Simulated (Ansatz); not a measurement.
# MgO: which structure wins at one pressure, part 2 of 3

Aim: bring MgO in several structures (rocksalt, CsCl, zincblende, wurtzite, NiAs) to one pressure and rank them by enthalpy. The pressure is set by scaling the first phase. The runs shown use LAPW. Companion runs by PAW are cited.

Ansatz 0.2.0; DFT PBE; a cell built from a prototype (rocksalt type), not taken from measurement. The steps go on from the part before.

### 3 CsCl relaxed under pressure, LAPW

Input file input.yaml:

```yaml
crystal:
  lattice:
    - [2.350194272, 0.0, 0.0]
    - [0.0, 2.350194272, 0.0]
    - [0.0, 0.0, 2.350194272]
  atoms:
    - { symbol: Mg, position: [0.0, 0.0, 0.0] }
    - { symbol: O, position: [0.5, 0.5, 0.5] }
kpoints:
  mp_grid: { grid: [15, 15, 15] }
scf:
  occupations: { method: fermi_dirac, width: 0.1 }
hamiltonian:
  xc: pbe
  pseudopotentials: { kind: all_electron, lapw: { basis_error: 0.0005 } }
output:
  forces: true
  stress: true
  eigenvalues: true
relax:
  f_tol: 0.005
  max_steps: 12
  cell: { p_target: 110.0, stress_tol: 0.055 }
```

On the command line:

```sh
> ansatz run input.yaml --threads 1 --pin off --max-ram 3584MiB --backend cpu --events-out ev --progress --plain --runs-dir out
```

What it wrote:

```text
The last accepted step is kept in <dir> (removed where the run ends without a failure and the disk answers)
LAPW: plane waves up to 10.155 Å⁻¹, error target 5.0e-4 eV per atom; small_component_spin mean_spin; O in spheres of 0.963 Å, 8 of its electrons in bands, Dirac shells []; Mg in spheres of 1.011 Å, 10 of its electrons in bands, Dirac shells []
Engine: ansatz 0.2.0
Pseudopotentials: kind: all_electron
Pseudopotential: Mg, LAPW, valence charge 10, Koelling and Harmon's equation, gaussian nucleus
Pseudopotential: O, LAPW, valence charge 8, Koelling and Harmon's equation, gaussian nucleus
Functional definition: PBE
  parameter kappa = 0.804
  parameter beta = 0.06672455060314922
  exchange = pbe_x(kappa = kappa, mu = beta*pi^2/3)
  correlation = pbe_c(beta = beta)
Crystal: 2 atoms, lattice volume = 12.981 Å³
Basis set: ecut = 392.8813517700984 eV, 251 PW (Γ), exchange–correlation at level 2
Bands: 13, of which v1, the nominal top of the filled ones, is band 9 counted from 1 (8 counted from 0)
Symmetry: 48 space group operations
Space group: Pm-3m (ITA 221), of the structure as read, at distance tolerance 2.4e-5 Å
k-points: 120 of 3375
Non-local potential: Mg, projectors of the file, none
Non-local potential: O, projectors of the file, none
Initial density: superposition of atomic densities (chi_scale 0.1, normalization cell, long waves kept (reshape's long-wave potential 0.00 eV rms))
Initial wavefunctions: plane waves of lowest kinetic energy (no species holds an atomic orbital)
Functional: x = pbe(κ = 0.804, μ = 0.2195149727645171), c = pbe(β = 0.06672455060314922)
iter 1 solved again at ethr=1.34e-2 eV; its pass at ethr=1.00e-1 eV (dr2=2.41e0 eV) is discarded
SCF iter   1: F=—  HF=-7501.593603 eV  |F-HF|=—  |Δ(HF+E_count)|=         —  Δρ=1.39e-1  dr2=2.41e0  ethr=1.34e-2  ⟨swp⟩=2.0  Hψ=11000  notcnv=0
preconditioner: auto → none  [insulator: Δε(μ)=8.966 eV  Ē_g=36.168 eV  σ=0.100 eV  W_gap=1.00  n_scr=6 (ndim 8)  ℏωp=38.6 eV  f_vac=0.000  D(μ)=0.00/eV (n_scr^D=0)  ε∞_Penn≈2.1]
iter 2 solved again at ethr=6.60e-5 eV; its pass at ethr=1.34e-2 eV (dr2=1.19e-2 eV) is discarded
SCF iter   2: F=—  HF=-7499.837549 eV  |F-HF|=—  |Δ(HF+E_count)|=    1.76e0  Δρ=1.69e-2  dr2=1.17e-2  ethr=6.60e-5  ⟨swp⟩=2.8  Hψ=8286  notcnv=0  defer=1
SCF iter   3: F=—  HF=-7499.709889 eV  |F-HF|=—  |Δ(HF+E_count)|=         —  Δρ=1.64e-2  dr2=3.54e-2  ethr=6.52e-5  ⟨swp⟩=3.0  Hψ=5045  notcnv=0
the basis was enlarged: its passes take 326.1 KiB over the memory plan, 1 of 1 planned eigensolver slots
SCF iter   4: F=—  HF=-7499.702356 eV  |F-HF|=—  |Δ(HF+E_count)|=   7.53e-3  Δρ=1.21e-3  dr2=1.36e-4  ethr=6.52e-5  ⟨swp⟩=2.0  Hψ=4272  notcnv=0
SCF iter   5: F=—  HF=-7499.702442 eV  |F-HF|=—  |Δ(HF+E_count)|=   8.53e-5  Δρ=2.30e-4  dr2=3.44e-6  ethr=7.56e-7  ⟨swp⟩=2.7  Hψ=4323  notcnv=0
SCF iter   6: F=—  HF=-7499.702448 eV  |F-HF|=—  |Δ(HF+E_count)|=   6.58e-6  Δρ=6.42e-5  dr2=4.13e-7  ethr=1.91e-8  ⟨swp⟩=3.0  Hψ=4409  notcnv=0
SCF iter   7: F=-7499.702449 eV  HF=-7499.702449 eV  |F-HF|=1.01e-9  |Δ(HF+E_count)|=   1.84e-7  Δρ=4.06e-6  dr2=9.92e-10  ethr=2.29e-9  ⟨swp⟩=2.1  Hψ=4213  notcnv=0
SCF 1 converged in 7 iterations: F = -7499.702449 eV  dr2 = 9.92e-10
relax step   1: F+E_penalty+E_count = -7499.70244857 eV  Δ(F+E_penalty+E_count) = +0.000e0 eV  max|allowed force component| = 3.381e-30 eV/Å  Δτ_max = 0.0000 Å  P = +110.120 GPa  Ω = 12.981 Å³  (7 SCF iters, accepted)
Crystal: 2 atoms, lattice volume = 12.982 Å³
Basis set: ecut = 392.8532180420723 eV, 251 PW (Γ), exchange–correlation at level 2
Initial density: handed on by an earlier stage of this run
Initial wavefunctions: those handed on with the density
iter 1 solved again at ethr=6.50e-12 eV; its pass at ethr=1.00e-1 eV (dr2=1.17e-9 eV) is discarded
SCF iter   1: F=—  HF=-7499.703405 eV  |F-HF|=—  |Δ(HF+E_count)|=         —  Δρ=4.06e-6  dr2=1.12e-9  ethr=6.50e-12  ⟨swp⟩=5.5  Hψ=9807  notcnv=0
preconditioner: auto → none  [insulator: Δε(μ)=6.405 eV  Ē_g=21.920 eV  σ=0.100 eV  W_gap=1.00  n_scr=6 (ndim 8)  ℏωp=29.1 eV  f_vac=0.000  D(μ)=0.00/eV (n_scr^D=0)  ε∞_Penn≈2.8]
SCF iter   2: F=-7499.703407 eV  HF=-7499.703407 eV  |F-HF|=8.84e-10  |Δ(HF+E_count)|=   2.20e-6  Δρ=2.12e-6  dr2=2.89e-10  ethr=6.21e-12  ⟨swp⟩=3.9  Hψ=5664  notcnv=0
SCF 2 converged in 2 iterations: F = -7499.703407 eV  dr2 = 2.89e-10
relax step   2: F+E_penalty+E_count = -7499.70340677 eV  Δ(F+E_penalty+E_count) = -9.582e-4 eV  max|allowed force component| = 2.147e-31 eV/Å  Δτ_max = 0.0000 Å  P = +110.064 GPa  Ω = 12.982 Å³  (2 SCF iters, accepted)
Crystal: 2 atoms, lattice volume = 12.984 Å³
Basis set: ecut = 392.8208389681029 eV, 251 PW (Γ), exchange–correlation at level 2
iter 1 solved again at ethr=9.95e-12 eV; its pass at ethr=1.00e-1 eV (dr2=1.79e-9 eV) is discarded
SCF iter   1: F=—  HF=-7499.704507 eV  |F-HF|=—  |Δ(HF+E_count)|=         —  Δρ=4.06e-6  dr2=1.76e-9  ethr=9.95e-12  ⟨swp⟩=5.4  Hψ=9630  notcnv=0
preconditioner: auto → none  [insulator: Δε(μ)=6.405 eV  Ē_g=21.918 eV  σ=0.100 eV  W_gap=1.00  n_scr=6 (ndim 8)  ℏωp=29.1 eV  f_vac=0.000  D(μ)=0.00/eV (n_scr^D=0)  ε∞_Penn≈2.8]
iter 2 solved again at ethr=1.00e-12 eV; its pass at ethr=9.76e-12 eV (dr2=1.44e-10 eV) is discarded
SCF iter   2: F=-7499.704509 eV  HF=-7499.704509 eV  |F-HF|=1.73e-9  |Δ(HF+E_count)|=   2.19e-6  Δρ=1.42e-6  dr2=1.44e-10  ethr=2.82e-12 (applied; sched 1.00e-12)  ⟨swp⟩=2.0  Hψ=8598  notcnv=0
SCF 3 converged in 2 iterations: F = -7499.704509 eV  dr2 = 1.44e-10
relax step   3: F+E_penalty+E_count = -7499.70450918 eV  Δ(F+E_penalty+E_count) = -1.102e-3 eV  max|allowed force component| = 9.039e-32 eV/Å  Δτ_max = 0.0000 Å  P = +110.000 GPa  Ω = 12.984 Å³  (2 SCF iters, accepted)
iter 1 solved again at ethr=1.00e-12 eV; its pass at ethr=1.00e-1 eV (dr2=1.47e-10 eV) is discarded
SCF iter   1: F=—  HF=-7499.704507 eV  |F-HF|=—  |Δ(HF+E_count)|=         —  Δρ=1.39e-6  dr2=1.48e-10  ethr=5.86e-12 (applied; sched 1.00e-12)  ⟨swp⟩=4.1  Hψ=9189  notcnv=0
SCF iter   2: F=-7499.704509 eV  HF=-7499.704509 eV  |F-HF|=1.45e-9  |Δ(HF+E_count)|=   2.20e-6  Δρ=6.47e-7  dr2=1.38e-11  ethr=5.53e-12 (applied; sched 1.00e-12)  ⟨swp⟩=3.9  Hψ=5793  notcnv=0
SCF 4 converged in 2 iterations: F = -7499.704509 eV  dr2 = 1.38e-11
relax step   4: F+E_penalty+E_count = -7499.70450917 eV  Δ(F+E_penalty+E_count) = +1.888e-9 eV  max|allowed force component| = 2.640e-31 eV/Å  Δτ_max = 0.0000 Å  P = +110.000 GPa  Ω = 12.984 Å³  stress off target by 3.92e-4 GPa  SCF on the basis re-selected at this cell (its energy is not comparable with the rows above)  (2 SCF iters)
basis re-selected at this cell: Δ(F+E_penalty+E_count) = +1.888e-9 eV, ΔP = +0.001 GPa vs the last step (what re-selecting the basis moved, after the strain that the cell walked since its last selection, with what the two solves' SCF thresholds leave and, on support functions, any second-order correction that the steps lacked; it is no measure of the basis error at this ecutwfc). This SCF's stress stands 3.92e-4 GPa from its target on what of the cell is left free (relax.cell.stress_tol is 5.50e-2 GPa) and its largest allowed force component is 2.64e-31 eV/Å (relax.f_tol is 5.00e-3 eV/Å): within both
SCF converged after 2 iterations
Free energy (F): -7499.704509 eV
Harris-Foulkes:  -7499.704509 eV  (|F-HF|=1.45e-9)
Internal energy: -7499.704509 eV  (E = F + TS)
E sigma→0 (E₀):  -7499.704509 eV
Fermi energy:    18.636364 eV
--- Per-component energies (eV) ---
  E_band       = -1189.427148
  E_kinetic    = 7529.647592
  E_xc         = -689.124375
  E_electrostatic = -14340.227726  (all electrons and nuclei)
  E_smearing   = -0.000000  (= −TS)
  E_closure    = 0.000000  (closes the sum)
  E_atoms      = -7490.792933  (free atoms, spherical and without spin; not in F)
  Σ components = -7499.704509   (vs F -7499.704509, Δ=0.00e0)
  Basis errors (estimates in eV, not in F): energy 1.7e-4 per atom: plane waves 1.5e-4 (7.9e-5 summed), levels above the bands 1.9e-79, relativity 6.7e-9, radial functions 2.3e-5, core shells 3.1e-11; eigenvalues (radial functions only) 7.5e-6; not estimated: angular momenta, meshes, grids; target (lapw.basis_error) 5.0e-4; muffin-tin radii O 0.963 Å, Mg 1.011 Å
--- Forces (eV/Å), atoms counted from 1 ---
  atom   1  Mg     0.00000000    -0.00000000     0.00000000
  atom   2  O     -0.00000000    -0.00000000    -0.00000000
  max |Σ_I F_I| component: 5.24e-31 eV/Å
--- Stress (GPa, compression-positive) ---
      110.000392      -0.000000       0.000000
       -0.000000     110.000392       0.000000
        0.000000       0.000000     110.000392
  P = ⅓ Tr σ = 110.0004 GPa (1100.004 kbar)
--- Band table (eV; the first three rows and the last of 120) ---
  k-point 0: bands = ["-488.5124", "-59.2686", "-25.8256", "-25.8256", "-25.8256", "-5.8659", "13.9984", "13.9984", "13.9984", "21.9983", "26.3487", "26.3487", "42.0867"]
  k-point 1: bands = ["-488.5124", "-59.2663", "-25.8445", "-25.8239", "-25.8239", "-5.7896", "13.5285", "14.0201", "14.0201", "22.2489", "26.4662", "26.6509", "41.9074"]
  k-point 2: bands = ["-488.5124", "-59.2596", "-25.8975", "-25.8191", "-25.8191", "-5.5667", "12.3660", "14.0821", "14.0821", "22.8169", "26.8184", "27.4413", "41.3649"]
  k-point 119: bands = ["-488.5124", "-59.1147", "-26.0907", "-26.0895", "-26.0895", "-0.6366", "9.9013", "9.9013", "9.9116", "24.5949", "24.6517", "24.6517", "39.0398"]
--- Relaxed structure (3 steps of the walk, 3 accepted, 1 SCFs on fresh bases) ---
  F+E_penalty+E_count = -7499.70450917 eV   max|allowed force component| = 2.640e-31 eV/Å   (the final SCF, on the basis selected at the relaxed cell)
  cell:  # Å, volume = 12.9841 Å³
    - [2.3503752850089006, -9.62964972193618e-35, 0.0]
    - [-9.62964972193618e-35, 2.3503752850089006, -1.2538606408771066e-37]
    - [0.0, -1.2538606408771066e-37, 2.3503752850089006]
  atoms:
    - { symbol: Mg, position: [-1.0003380265830528e-38, 5.001690136360381e-39, -8.336150224922035e-40] }
    - { symbol: O, position: [0.5, 0.5, 0.5] }
```

It took 34 s on 1 thread of Intel Xeon Platinum 8259CL at 2.50GHz (Skylake/Cascade Lake), shared host; peak memory 0.43 GiB.

The steps of the relaxation:

```csv
step,energy from step 1 (eV/cell),largest force component (eV/Å),pressure (GPa),volume (Å³)
1,0.0000,0.0000,110.12,12.98
2,-0.0010,0.0000,110.06,12.98
3,-0.0021,0.0000,110.00,12.98
4,-0.0021,0.0000,110.00,12.98
```

Step 1 is the start. Step 4 repeats the geometry before on a plane-wave basis chosen anew for that cell, so the energy can jump there without any move; the table keeps such jumps.

| input's cell | before | after | change |
| --- | --- | --- | --- |
| a (Å) | 2.350 | 2.350 | +0.0 % |
| b (Å) | 2.350 | 2.350 | +0.0 % |
| c (Å) | 2.350 | 2.350 | +0.0 % |
| volume (Å³/atom) | 6.49 | 6.49 | +0.0 % |

In short: pressure 110.00 GPa; gap on the k mesh 6.40 eV (an odd mesh misses the zone boundary).

(Part 2 of 3 ends here.)
